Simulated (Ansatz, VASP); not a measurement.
SiO2: VASP beside Ansatz

The input INCAR:

```
SYSTEM = SiO2
PREC = Accurate
ENCUT = 520
EDIFF = 1E-6
ISMEAR = 0
SIGMA = 0.05
LREAL = .False.
LASPH = .True.
NELM = 100
ALGO = Normal
ISIF = 2
LWAVE = .False.
LCHARG = .False.
GGA = PE
NBANDS = 25
```

KPOINTS

```
regular mesh
0
Gamma
  6 6 6
  0 0 0
```

POSCAR

```
SiO2
1.0
   -2.3877008061      2.3877008061      3.5971559037
    2.3877008061     -2.3877008061      3.5971559037
    2.3877008061      2.3877008061     -3.5971559037
Si O
2 4
Direct
    0.0000000000      0.0000000000      0.0000000000
    0.7500000000      0.2500000000      0.5000000000
    0.9670112602      0.6250000000      0.8420112602
    0.3750000000      0.2170112602      0.3420112602
    0.7829887398      0.1250000000      0.1579887398
    0.8750000000      0.0329887398      0.6579887398
```

Input for Ansatz:

```yaml
crystal:
  lattice:
    - [-2.3877008061, 2.3877008061, 3.5971559037]
    - [2.3877008061, -2.3877008061, 3.5971559037]
    - [2.3877008061, 2.3877008061, -3.5971559037]
  atoms:
    - { symbol: Si, position: [0.0, 0.0, 0.0] }
    - { symbol: Si, position: [0.75, 0.25, 0.5] }
    - { symbol: O, position: [0.9670112602, 0.625, 0.8420112602] }
    - { symbol: O, position: [0.375, 0.2170112602, 0.3420112602] }
    - { symbol: O, position: [0.7829887398, 0.125, 0.1579887398] }
    - { symbol: O, position: [0.875, 0.0329887398, 0.6579887398] }
basis:
  ecutwfc: 420
kpoints:
  mp_grid: { grid: [6, 6, 6] }
hamiltonian:
  xc: pbe
scf:
  occupations: { method: gaussian, width: 0.05 }
output:
  forces: true
  stress: true
  eigenvalues: true
```

Change from the starting cell: strain -0.050 along x and y, -0.025 along z, atoms carried along.

Alike in both runs: task single point; functional PBE; k mesh 6 × 6 × 6; occupations gaussian, width 0.05 eV; no spin polarisation.

```csv
,VASP,Ansatz
version,VASP 6.6.1,Ansatz 0.2.0
potentials or method,"VASP PAW PBE potentials, release 64 (Si, O)","scalar-relativistic, plane waves, PAW"
plane-wave cutoff (eV),520,420
valence electrons in the cell,32,32
```

```tsv
	VASP	Ansatz	Ansatz less VASP
gap on the k mesh at the Fermi level (eV)	6.33	6.33	-0.002
least direct gap on the mesh (eV)	6.33	6.33	-0.002
pressure (GPa)	25.5	25.3	-0.23
largest component of the traceless stress (GPa)	0.67	0.71	+0.045
rms of the force components (eV/Å)	0.732	0.733	+0.0004
```

Atom by atom the forces differ by 0.000 eV/Å (rms over components).

Caveats: so large a pressure means that the cell lies far from this level's equilibrium, or that cutoff or potentials fall short (VASP); forces of over 1 eV/Å show positions far from the minimum, so gaps and moduli don't describe the material at rest. A k mesh can miss the band edges.
